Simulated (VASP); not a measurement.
Crystal: BN.

```
B N
1.0
     2.54169    0.00000    0.00000
    -1.27085    2.20117    0.00000
     0.00000    0.00000    4.20415
B N
2 2
Cartesian
  1.2709 0.7337 4.2030
  0.0000 1.4675 2.1009
  1.2709 0.7337 2.6288
  0.0000 1.4675 0.5267
```

Measurements of this composition are mostly on another form, of space group No. 194.

Base run:

* Program: VASP 6.6.1
* Functional: PBEsol
* Potentials or basis: VASP PAW PBE potentials, release 64 (B, N)
* Cutoff: 520 eV
* k mesh: 12 × 12 × 6
* Occupations: gaussian, width 0.02 eV
* Spin: no spin polarisation

Its results: band gap on the k mesh 4.95 eV, indirect (least direct gap 8.22 eV).

**Question.** The run is repeated on the same cell with these changes: functional from PBEsol to r2SCAN. What comes out?

**Answer.** Band gap on the k mesh 5.70 eV, indirect (least direct gap 8.99 eV).

r2SCAN gives the wider gap, since meta-GGAs in the generalised Kohn-Sham scheme recover part of the derivative discontinuity.
